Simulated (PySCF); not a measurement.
Molecule: C2H2, in a box.

```xyz
4
Lattice="10.0000 0.0000 0.0000 0.0000 13.0000 0.0000 0.0000 0.0000 11.0000" Properties=species:S:1:pos:R:3 pbc="T T T"
C     5.1685    5.9789    5.7344
C     4.8575    7.0631    5.3336
H     5.4452    5.0145    6.0909
H     4.5808    8.0275    4.9771
```

Base run:

```yaml
Program: PySCF 2.14.0
Functional: BP86
Dispersion: D4
Potentials_or_basis: pob-tzvp-rev2 (all-electron)
k_mesh: 1 × 1 × 1
Occupations: fixed
Spin: no spin polarisation
```

Its results: gap between the frontier levels 7.30 eV.

**Question.** After a change of settings the same cell gave: gap between the frontier levels 8.77 eV. Which change was it?
A. functional from BP86 to B3LYP5; dispersion from D4 to D3(OP)
B. functional from BP86 to PBE; dispersion from D4 to none
C. functional from BP86 to r2SCANh
D. functional from BP86 to TM; dispersion from D4 to none

**Answer.** C.

Caveats: this is a molecule in a periodic box at the Γ point, so its band gap is the HOMO-LUMO gap; the basis of atomic orbitals isn't converged, which shifts pressures, moduli and gaps.
